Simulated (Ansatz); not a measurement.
Crystal: W.

```
CELL_PARAMETERS angstrom
0.00000 2.03000 2.03000
2.03000 0.00000 2.03000
2.03000 2.03000 0.00000
ATOMIC_POSITIONS crystal
W 0.00000 0.00000 0.00000
```

This isn't the form of W at room conditions, which is bcc.

```yaml
Program: Ansatz 0.2.0
Task: relaxation of cell and atoms
Functional: PBEsol
Dispersion: D3(BJ)
Potentials_or_basis: Ansatz PAW
Cutoff: "420 eV (not typed: the program's choice for these potentials)"
k_mesh: 11 × 11 × 11
Occupations: fermi-dirac, width 0.05 eV
Spin: no spin polarisation
```

At the start: volume 16.73 Å³/atom.

Q: How do energy, volume and symmetry change on relaxing?

A: It ends after 5 steps and the volume is 15.62 Å³/atom (-6.6 %); space group Fm-3m (No. 225, to 0.05 Å).

The path:
```tsv
step	energy change (eV)	largest force (eV/Å)	volume (Å³)
1	0.0000	0.0000	16.73
2	-0.0711	0.0000	15.74
3	-0.0721	0.0000	15.61
4	-0.0721	0.0000	15.62
5	-0.0717	0.0000	15.62
```

Final structure:
```yaml
crystal:
  lattice:
    - [0.00000, 1.98415, 1.98415]
    - [1.98415, 0.00000, 1.98415]
    - [1.98415, 1.98415, 0.00000]
  atoms:
    - { symbol: W, position: [0.00000, 0.00000, 0.00000] }
```

Caveat: the plane-wave basis is chosen anew once the cell has moved, so the energies of steps on either side of that aren't comparable; pairwise dispersion overbinds metals, which lowers pressure and volume; the PAW data sets come from PBE, with cores solved anew for the run's functional, which leaves a small shift of forces and pressure.
